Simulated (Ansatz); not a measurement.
SiO₂ — ¹⁷O nuclear quadrupole resonance

Cell: an entry of the Crystallography Open Database (COD), taken as it stands.

Space group P4_12_12 (No. 92); a = 4.9820, c = 6.9630 Å.

```csv
site,Wyckoff,site symmetry,x,y,z
Si,4a,..2,0.2990,0.2990,0.0000
O,8b,1,0.2399,0.1035,0.1781
```

One atom of each set is listed.

The numbers come from a DFT calculation in Ansatz (PBE, plane waves and PAW (field gradients read without the response of the frozen cores, which leaves them typically 4 to 6 % off), scalar-relativistic, 420 eV cutoff, Γ-centred 5×5×4 k-points, Fermi–Dirac smearing 0.02 eV).

¹⁷O: I = 5/2, Q = -25.58 mb (year-2017 value). Static lattice, zero field.

Question: The simulated lines lie at 0.900, 1.76 MHz. What are |C_Q|, η and |V_zz| at O?

Answer: For I = 5/2 and η = 0 the lines are 3|C_Q|/20 and twice that; η pulls their ratio below 2. Here |C_Q| = 5.87 MHz, η = 0.14 and |V_zz| = 9.50 × 10²¹ V/m². The calculation gives V_zz positive; the lines don't show the sign. The site has 2 Si at 1.60–1.61 Å, angle 147°.

At O V_zz runs parallel to the line that joins its two neighbours (within 1°).

The calculated pressure of 6 GPa (PBE) comes largely from the unrelaxed atoms: it is 1.1 GPa once they are relaxed in the same cell. The largest force is 0.4 eV/Å, so the atoms aren't at the calculated equilibrium and relaxing them would move these values.

Hardware: 1 thread of Intel Xeon Platinum 8259CL CPU @ 2.50GHz (Skylake/Cascade Lake) (x86_64; 16 cores open to the job, memory cap 3.0 GiB, no GPU), a shared host with a load of 0.4 a core. Wall time 13 s, CPU time 13 s, peak memory 0.45 GiB.
